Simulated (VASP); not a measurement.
A run of VASP 6.6.1 is set up as follows.

File INCAR:

```
SYSTEM = MgSe
PREC = Accurate
ENCUT = 520
EDIFF = 1E-7
ISMEAR = 0
SIGMA = 0.01
LREAL = .FALSE.
LASPH = .TRUE.
NELM = 60
ALGO = Normal
ISIF = 2
LWAVE = .FALSE.
LCHARG = .FALSE.
GGA = PE
NBANDS = 11
```

The input KPOINTS:

```
regular mesh
0
G
  5 5 5
  0 0 0
```

Contents of POSCAR:

```
MgSe
1.0
    0.0000000000      2.7613659551      2.7613659551
    2.7613659551      0.0000000000      2.7613659551
    2.7613659551      2.7613659551      0.0000000000
Mg Se
1 1
Direct
    0.0000000000      0.0000000000      0.0000000000
    0.5000000000      0.5000000000      0.5000000000
```

Potentials or basis: VASP PAW PBE potentials, release 64 (Mg, Se).

Launch:

```bash
$ cat potpaw_PBE.64/Mg/POTCAR potpaw_PBE.64/Se/POTCAR > POTCAR
$ mpirun -np 1 vasp_std > vasp.out
```

**Question.** Estimate the pressure.

**Answer.** -0.5 GPa.

**Question.** What does it give for the band gap on the k mesh?

**Answer.** 2.13 eV, indirect (least direct gap 2.33 eV).

Caveat: an odd mesh through Γ misses points on the zone boundary, where band edges often lie.
